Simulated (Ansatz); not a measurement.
CsPbCl3:

```xyz
5
Lattice="5.6050 0.0000 0.0000 0.0000 5.6050 0.0000 0.0000 0.0000 5.6050" Properties=species:S:1:pos:R:3 pbc="T T T"
Pb    2.8025    2.8025    2.8025
Cs    0.0000    0.0000    0.0000
Cl    2.8025    0.0000    2.8025
Cl    0.0000    2.8025    2.8025
Cl    2.8025    2.8025    0.0000
```

```yaml
Program: Ansatz 0.2.0
Task: relaxation of cell and atoms
Functional: PBE
Dispersion: D3(BJ)
Potentials_or_basis: Ansatz PAW
Cutoff: "420 eV (not typed: the program's choice for these potentials)"
k_mesh: 5 × 5 × 5
Occupations: fermi-dirac, width 0.05 eV
Spin: no spin polarisation
```

At the start: volume 35.22 Å³/atom.

Task: Where does the relaxation end?

Result: It ends after 4 steps and the volume is 36.36 Å³/atom (+3.3 %); space group Pm-3m (No. 221, to 0.05 Å).

Step by step:
```tsv
step	energy change (eV)	largest force (eV/Å)	volume (Å³)
1	0.0000	0.0000	176.09
2	-0.0131	0.0000	179.90
3	-0.0147	0.0000	181.81
4	-0.0149	0.0000	181.81
```

Final structure:
```
Pb Cs Cl
1.0
     5.66512    0.00000    0.00000
     0.00000    5.66512    0.00000
     0.00000    0.00000    5.66512
Pb Cs Cl
1 1 3
Direct
  0.50000 0.50000 0.50000
  0.00000 0.00000 0.00000
  0.50000 0.00000 0.50000
  0.00000 0.50000 0.50000
  0.50000 0.50000 0.00000
```

Caveat: the plane-wave basis is chosen anew once the cell has moved, so the energies of steps on either side of that aren't comparable.
